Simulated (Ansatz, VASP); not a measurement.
Se: VASP beside Ansatz

```
CELL_PARAMETERS angstrom
4.36620 0.00000 0.00000
-2.18310 3.78124 0.00000
0.00000 0.00000 4.95360
ATOMIC_POSITIONS crystal
Se 0.77460 0.77460 0.00000
Se 0.00000 0.22540 0.66667
Se 0.22540 0.00000 0.33333
```

Alike in both runs: functional PBEsol; k mesh 7 × 7 × 6; occupations fermi-dirac, width 0.05 eV; no spin polarisation.

|  | VASP | Ansatz |
| --- | --- | --- |
| version | VASP 6.6.1 | Ansatz 0.2.0 |
| potentials or method | VASP PAW PBE potentials, release 64 (Se), cutoff 520 eV | all-electron LAPW, scalar-relativistic |
| task | single point | band structure |

Ansatz gave:

```
gap on the k mesh at the Fermi level (eV)       : 1.14
least direct gap on the mesh (eV)               : 1.45
pressure (GPa)                                  : 0.2
largest component of the traceless stress (GPa) : 0.96
rms of the force components (eV/Å)              : 0.163
```

Q: What did VASP give for the same quantities?

A: gap on the k mesh at the Fermi level (eV): 1.14; least direct gap on the mesh (eV): 1.43; pressure (GPa): 0.4; largest component of the traceless stress (GPa): 1.04; rms of the force components (eV/Å): 0.192.

Atom by atom the forces differ by 0.029 eV/Å (rms over components). Ansatz ran all-electron here, so the differences hold the error of VASP's frozen core and of both bases.

Caveats: the PAW data sets were made with another functional, which shifts forces and pressure a little (VASP); an odd mesh through Γ misses points on the zone boundary, where band edges often lie (VASP); the mesh misses the band edges, which the band path finds closer together (Ansatz). PBEsol gaps usually lie below the measured ones, often by a third to a half.
